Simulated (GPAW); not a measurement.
Set up this calculation in GPAW 26.7.0, as an ASE script.

```yaml
Task: Fermi surface
Functional: OLYP
Dispersion: D4
Potentials_or_basis: PAW data sets generated in the run's folder for this functional
Cutoff: 510 eV
Basis: pw
k_mesh: 4 × 4 × 4
Occupations: fermi-dirac, width 0.01 eV
Spin: no spin polarisation
Maxiter: 100
Fermi_k_mesh: 6 × 6 × 6
Eigensolver: ppcg
```

Crystal: CdSe.

```
Cd Se
1.0
     0.00000    2.87396    2.87396
     2.87396    0.00000    2.87396
     2.87396    2.87396    0.00000
Cd Se
1 1
Cartesian
  0.0000 0.0000 0.0000
  2.8740 2.8740 2.8740
```

Measurements of this composition are mostly on another form, of space group No. 186.

These files were run (other wordings do the same):

run.py

```python
import json
import numpy as np
from ase import Atoms
from ase.calculators.mixing import SumCalculator
from ase.dft.bandgap import bandgap
from ase.io import write
from ase.units import GPa
from dftd4.ase import DFTD4
from gpaw import GPAW, PW, setup_paths

setup_paths.insert(0, '.')

atoms = Atoms(['Cd', 'Se'],
              cell=[[0.0, 2.873958, 2.873958],
                    [2.873958, 0.0, 2.873958],
                    [2.873958, 2.873958, 0.0]],
              scaled_positions=[[0.0, 0.0, 0.0],
                                [0.5, 0.5, 0.5]],
              pbc=True)

calc = GPAW(mode=PW(510),
            xc='GGA_X_OPTX+GGA_C_LYP',
            kpts={'size': (4, 4, 4), 'gamma': True},
            occupations={'name': 'fermi-dirac', 'width': 0.01},
            nbands=18,
            convergence={'density': 1e-05, 'energy': 1e-05},
            eigensolver='ppcg',
            maxiter=100,
            txt='gpaw.txt')
atoms.calc = SumCalculator([calc, DFTD4(method='olyp')])
energy = atoms.get_potential_energy()
forces = atoms.get_forces()
stress = atoms.get_stress()
calc.write('gs.gpw')
write('result.traj', atoms)
print(f'Energy: {energy:.6f} eV')
print('Forces (eV/A):')
print(forces.round(4))
print('Stress (GPa):', (stress / GPa).round(3))
print('Fermi level:', round(calc.get_fermi_level(), 4), 'eV')
print(f'Gap: {bandgap(calc)[0]:.4f} eV, direct: {bandgap(calc, direct=True)[0]:.4f} eV')

size = (6, 6, 6)
dense = calc.fixed_density(kpts={'size': size, 'gamma': True}, update_fermi_level=True,
                           convergence={'bands': 'CBM+2.0', 'eigenstates': 1e-7}, txt='dense.txt')
ef = dense.get_fermi_level()
index = np.round(dense.get_bz_k_points() * size).astype(int) % size
recip = 2 * np.pi * atoms.cell.reciprocal()
sheets = []
for s, e_kn in enumerate(dense.eigenvalues()):
    for n in range(e_kn.shape[1] - 2):
        if e_kn[:, n].min() < ef < e_kn[:, n].max():
            e = np.empty(size)
            e[tuple(index.T)] = e_kn[dense.get_bz_to_ibz_map(), n] - ef
            de = np.array([(np.roll(e, -1, c) - np.roll(e, 1, c)) * size[c] / 2 for c in range(3)])
            v = np.linalg.norm(np.einsum('vc,cxyz->vxyz', np.linalg.inv(recip), de), axis=0)
            w = np.exp(-(e / 0.1)**2) / (0.1 * np.pi**0.5)
            sheets.append({'spin': s, 'band': n, 'filled': (e < 0).mean(), 'dos': w.mean(), 'bottom': e.min(), 'top': e.max(),
                           'velocity': (w * v).sum() / w.sum() * 1.519267e5, 'slice': e[:, :, 0].round(3).tolist()})
            print(f'spin {s} band {n}: filled share {sheets[-1]["filled"]:.3f}, from {e.min():.3f} to {e.max():.3f} eV,',
                  f'{w.mean():.3f} states/eV, mean velocity {sheets[-1]["velocity"]:.3e} m/s')
print('Fermi level on the dense mesh:', round(ef, 4), 'eV,', len(sheets), 'sheets')
json.dump({'ef': ef, 'sheets': sheets}, open('fermi.json', 'w'))
```

Potentials or basis: PAW data sets generated in the run's folder for this functional, pw.

Run with:

```console
$ gpaw-setup -f GGA_X_OPTX+GGA_C_LYP Cd Se
$ OMP_NUM_THREADS=1 python run.py
```

Results of the run:

```
Pressure                   : -5.1 GPa
Band gap on the k mesh     : none (metal or under the smearing width)
Dispersion energy per atom : -0.909 eV
```

Caveat: the k mesh is coarse (spacing up to 0.47 Å⁻¹), so the values aren't converged; the cutoff is short for stress and forces, so pressures can be off by a GPa or more; pairwise dispersion overbinds metals, which lowers pressure and volume.

Run time: 13 s on 1 thread of AMD EPYC 7B13 (Zen 3), with other jobs on the host, peak memory 0.17 GiB.
